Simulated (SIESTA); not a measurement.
A run of SIESTA 5.4.2 is set up as follows.

Contents of CdF2.fdf:

```
SystemName                      CdF2
SystemLabel                     CdF2
NumberOfSpecies                 2
NumberOfAtoms                   3
%block ChemicalSpeciesLabel
  1  48 Cd
  2   9 F
%endblock ChemicalSpeciesLabel

LatticeConstant                 1.0 Ang
%block LatticeVectors
     0.0000000000     2.6940000000     2.6940000000
     2.6940000000     0.0000000000     2.6940000000
     2.6940000000     2.6940000000     0.0000000000
%endblock LatticeVectors
AtomicCoordinatesFormat         Fractional
%block AtomicCoordinatesAndAtomicSpecies
     0.0000000000     0.0000000000     0.0000000000  1  Cd
     0.7500000000     0.7500000000     0.7500000000  2  F
     0.2500000000     0.2500000000     0.2500000000  2  F
%endblock AtomicCoordinatesAndAtomicSpecies

%block kgrid.MonkhorstPack
    9   0   0  0.0
    0   9   0  0.0
    0   0   9  0.0
%endblock kgrid.MonkhorstPack
XC.Functional                   GGA
XC.Authors                      PBEsol
PAO.BasisSize                   DZP
PAO.EnergyShift                 0.003 Ry
Mesh.Cutoff                     800 Ry
OccupationFunction              FD
ElectronicTemperature           0.05 eV
MaxSCFIterations                120
SCF.MustConverge                false
SCF.Mixer.Method                Pulay
SCF.Mixer.Weight                0.25
SCF.Mixer.History               8
SCF.DM.Tolerance                5.0e-05
SCF.H.Tolerance                 1.0e-03 eV
WriteForces                     true
Charge.Mulliken                 end
MD.TypeOfRun                    Broyden
MD.Steps                        40
MD.MaxForceTol                  0.01 eV/Ang
MD.MaxDispl                     0.1 Ang
WriteCoorStep                   true
AtomCoorFormatOut               Fractional
MD.VariableCell                 true
MD.MaxStressTol                 0.1 GPa
%block PAO.Basis
  Cd 5
  n=4 0 2
    2.625 0.000
  n=5 0 2
    7.504 0.000
  n=4 1 2
    2.973 0.000
  n=5 1 1
    7.504
  n=4 2 2
    4.584 0.000
%endblock PAO.Basis
```

Potentials or basis: PseudoDojo 0.4 standard (PBEsol files), DZP (energy shift 0.003 Ry; two zetas on semicore shells).

The run is started by

```console
$ siesta < CdF2.fdf > CdF2.out 2>&1
```

**Question.** Estimate the band gap on the k mesh.

**Answer.** 2.99 eV, indirect (least direct gap 3.47 eV).

Final structure:
```xyz
3
Lattice="0.0000 2.6940 2.6940 2.6940 0.0000 2.6940 2.6940 2.6940 0.0000" Properties=species:S:1:pos:R:3 pbc="T T T"
Cd    0.0000    0.0000    0.0000
F     4.0410    4.0410    4.0410
F     1.3470    1.3470    1.3470
```

Caveat: the relaxation stopped at its first step, so nothing moved; an odd mesh through Γ misses points on the zone boundary, where band edges often lie; the basis of atomic orbitals isn't converged, which shifts pressures, moduli and gaps. A hybrid or GW would open this gap; PBEsol tends to underestimate it.
